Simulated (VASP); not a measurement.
Sb: relaxation of the atoms with PBE

Sheet: Sb, a sheet with vacuum.

```
Sb
1.0
     3.13334    0.00000    0.00000
     0.00000    3.13334    0.00000
     0.00000    0.00000   31.36000
Sb
2
Cartesian
  0.0000 0.0000 7.5894
  0.0000 0.0000 10.4106
```

The cell was built by a generator and needn't be a form met in nature.

| Property | Result |
| --- | --- |
| Program | VASP 6.6.1 |
| Task | relaxation of the atoms |
| Functional | PBE |
| Potentials or basis | VASP PAW PBE potentials, release 64 (Sb) |
| Cutoff | 600 eV |
| k mesh | 9 × 9 × 1 |
| Occupations | fermi-dirac, width 0.05 eV |
| Spin | no spin polarisation |
| Dipole correction | yes |
| Atoms held fixed (from 0) | [0] |
| Further INCAR settings | ALGO = Normal; EDIFF = 1e-06; IBRION = 2; EDIFFG = -0.02; NSW = 40 |

| Quantity | Value |
| --- | --- |
| Energy gained by relaxing | 0.1 meV/atom |
| Ionic steps | 3 |
| Band gap on the k mesh | none (metal or under the smearing width) |

Step by step:
```tsv
step	energy change (eV)	largest force (eV/Å)	pressure (GPa)
1	0.0000	0.0529	0.28
2	-0.0001	0.0399	0.27
3	-0.0003	0.0004	0.25
```

Final structure:
```
CELL_PARAMETERS angstrom
3.13334 0.00000 0.00000
0.00000 3.13334 0.00000
0.00000 0.00000 31.36000
ATOMIC_POSITIONS crystal
Sb 0.00000 0.00000 0.24201
Sb 0.00000 0.00000 0.33230
```

Levels at points of the mesh, in eV from the Fermi level:
| k point | band 3 | band 4 | band 5 | band 6 | band 7 | band 8 |
| --- | --- | --- | --- | --- | --- | --- |
| (0.00, 0.00, 0.00) | -4.20 | 0.01 | 3.14 | 3.14 | 3.18 | 3.64 |

It took 2.1 min on 1 thread of Intel(R) Xeon(R) Platinum 8259CL CPU @ 2.50GHz (Skylake/Cascade Lake) (shared host), peak memory 0.5 GiB.

The run has no spin-orbit coupling, so splittings on Sb are missing.
